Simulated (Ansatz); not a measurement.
The system is ZnO (zincite).

```
CELL_PARAMETERS angstrom
3.24931 0.00000 0.00000
-1.62465 2.81398 0.00000
0.00000 0.00000 5.20571
ATOMIC_POSITIONS crystal
Zn 0.66667 0.33333 0.00000
Zn 0.33333 0.66667 0.50000
O 0.33333 0.66667 0.87901
O 0.66667 0.33333 0.37901
```

Program: Ansatz 0.2.0. Alike in all runs: task band structure; potentials or basis Ansatz PAW; no spin polarisation; cell as given; k mesh 9 × 9 × 5; smearing fermi-dirac 0.05 eV.

Order these runs on this cell by their band gap on the k mesh, lowest first.
A. level r2SCAN; cutoff (eV) 500
B. level BLYP; cutoff (eV) 420
C. level PBEsol; cutoff (eV) 420

C (0.70 eV), B (0.96 eV), A (1.23 eV).

Runs at the PBE level aren't shown here.
